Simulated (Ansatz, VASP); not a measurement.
**Two plane-wave programs on Zn**

The input INCAR:

```
ALGO = Normal
EDIFF = 1E-7
ENCUT = 520
ISIF = 2
ISMEAR = -1
LASPH = True
LCHARG = False
LREAL = False
LWAVE = False
NBANDS = 19
NELM = 80
PREC = Accurate
SIGMA = 0.1
```

File KPOINTS:

```
k-points
0
Gamma
  11 11 6
```

The input POSCAR:

```
Zn
1.0
    2.5709734941      0.0000000000      0.0000000000
   -1.2854867470      2.2265283583      0.0000000000
    0.0000000000      0.0000000000      4.7361908757
Zn
2
Direct
    0.3333333333      0.6666666667      0.2500000000
    0.6666666667      0.3333333333      0.7500000000
```

Input for Ansatz:

```yaml
crystal:
  lattice:
    - [2.5709734941, 0.0, 0.0]
    - [-1.285486747, 2.2265283583, 0.0]
    - [0.0, 0.0, 4.7361908757]
  atoms:
    - { symbol: Zn, position: [0.3333333333, 0.6666666667, 0.25] }
    - { symbol: Zn, position: [0.6666666667, 0.3333333333, 0.75] }
hamiltonian:
  xc: lda
  pseudopotentials:
    kind: paw
    azcp:
      Zn: "pseudopotentials/Zn.paw.azcp"
basis:
  ecutwfc: 420
  fft_grid_basis: typed
kpoints:
  mp_grid: { grid: [11, 11, 6], shift: [0, 0, 0] }
magnetization:
  spin_polarized: false
scf:
  occupations: { method: fermi_dirac, width: 0.1 }
  lower_state_search: "off"
output:
  stress: true
  write_density: true
  write_potential: true
  elf: true
  volumetric_format: npy
```

Alike in both runs: task single point; functional LDA; k mesh 11 × 11 × 6; occupations fermi-dirac, width 0.1 eV; no spin polarisation.

|  | VASP | Ansatz |
| --- | --- | --- |
| version | VASP 6.6.1 | Ansatz 0.2.0 |
| potentials or method | VASP PAW LDA potentials, release 64 (Zn) | plane waves (420 eV) with PAW, scalar-relativistic |
| plane-wave cutoff (eV) | 520 | 420 |
| valence electrons in the cell | 24 | 24 |

```tsv
	VASP	Ansatz	Ansatz less VASP
pressure (GPa)	1.0	0.2	-0.73
largest component of the traceless stress (GPa)	1.90	1.67	-0.230
```

Ansatz warned: «pseudo_functional_mismatch».
